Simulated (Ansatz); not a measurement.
# SiNi3: single point with PBE

SiNi3:

```
Ni Si
1.0
     3.54200    0.00000    0.00000
     0.00000    3.54200    0.00000
     0.00000    0.00000    3.54200
Ni Si
3 1
Direct
  0.50000 0.50000 0.00000
  0.50000 0.00000 0.50000
  0.00000 0.50000 0.50000
  0.00000 0.00000 0.00000
```

```
Program             : Ansatz 0.2.0
Task                : single point
Functional          : PBE
Potentials or basis : all-electron LAPW, scalar-relativistic
Cutoff              : 306 eV (chosen from the basis error)
Basis error allowed : 0.001 eV/atom
k mesh              : 8 × 8 × 8
Occupations         : fermi-dirac, width 0.05 eV
Spin                : collinear spin, ferromagnetic start
Starting moments    : [1.0, 1.0, 1.0, 0.0] μB
```

```yaml
Pressure: -6.0 GPa
Band_gap_on_the_k_mesh: none (metal or under the smearing width)
Net_moment: 0.00 μB per cell
Absolute_moment: 0.00 μB per cell
```

Levels at points of the mesh, in eV from the Fermi level:
Spin up:
```tsv
k point	band 30	band 31	band 32	band 33	band 34	band 35	band 36	band 37
(0.00, 0.00, 0.00)	-0.61	-0.61	-0.28	0.03	0.03	0.03	4.51	6.15
(0.00, 0.00, -0.50)	-1.26	-1.10	-0.54	0.03	3.47	3.47	4.90	5.13
(0.00, -0.50, -0.50)	-1.39	-1.06	-0.97	-0.92	0.62	0.62	5.40	6.13
(-0.50, -0.50, -0.50)	-1.19	-1.19	-0.44	-0.20	-0.20	-0.20	1.09	3.85
```
Spin down:
| k point | band 29 | band 30 | band 31 | band 32 | band 33 | band 34 | band 35 | band 36 | band 37 | band 38 |
| --- | --- | --- | --- | --- | --- | --- | --- | --- | --- | --- |
| (0.00, 0.00, 0.00) | -0.91 | -0.61 | -0.61 | -0.28 | 0.03 | 0.03 | 0.03 | 4.51 | 6.15 | 6.15 |
| (0.00, 0.00, -0.50) | -1.26 | -1.26 | -1.10 | -0.54 | 0.03 | 3.47 | 3.47 | 4.90 | 5.13 | 5.13 |
| (0.00, -0.50, -0.50) | -1.39 | -1.39 | -1.06 | -0.97 | -0.92 | 0.62 | 0.62 | 5.40 | 6.13 | 7.50 |
| (-0.50, -0.50, -0.50) | -1.40 | -1.19 | -1.19 | -0.44 | -0.20 | -0.20 | -0.20 | 1.09 | 3.85 | 3.85 |

It took 22 s on 4 threads of Arm Neoverse V1, with other jobs on the host, peak memory 0.78 GiB.

Caveat: the starting moments weren't kept.
